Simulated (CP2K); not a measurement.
C:

```
CELL_PARAMETERS angstrom
4.25517 0.00000 0.00000
0.00000 4.25517 0.00000
0.00000 0.00000 1.28229
ATOMIC_POSITIONS crystal
C 0.50000 0.50000 0.50000
```

The cell was built by a generator and needn't be a form met in nature.

- Program: CP2K 2026.2
- Task: single point
- Functional: PBE
- Potentials or basis: POTENTIAL_UZH C GTH-PBE-q4; TZVP-MOLOPT-PBE-GTH basis
- Density cutoff: 6123 eV
- k mesh: 6 × 6 × 20
- Occupations: fermi-dirac, width 0.05 eV
- Spin: no spin polarisation

On this cell: pressure 0.5 GPa; band gap on the k mesh none (metal or under the smearing width).

The same run follows on a disturbed copy (cell strained at random at fixed volume):

```
CELL_PARAMETERS angstrom
4.26193 0.00000 0.00000
-0.00938 4.30211 0.00000
-0.01819 0.00698 1.26629
ATOMIC_POSITIONS crystal
C 0.49600 0.49972 0.54970
```

Question: What changes?

Answer: The energy (extrapolated to zero smearing) moves by +14.8 meV/atom; pressure 4.1 GPa; band gap on the k mesh none (metal or under the smearing width).

Stress tensor (GPa, compression positive):
```
-0.40  0.00 -0.19
 0.00 -0.38  0.07
-0.19  0.07 13.16
```

Caveats: the basis of atomic orbitals isn't converged, which shifts pressures, moduli and gaps.
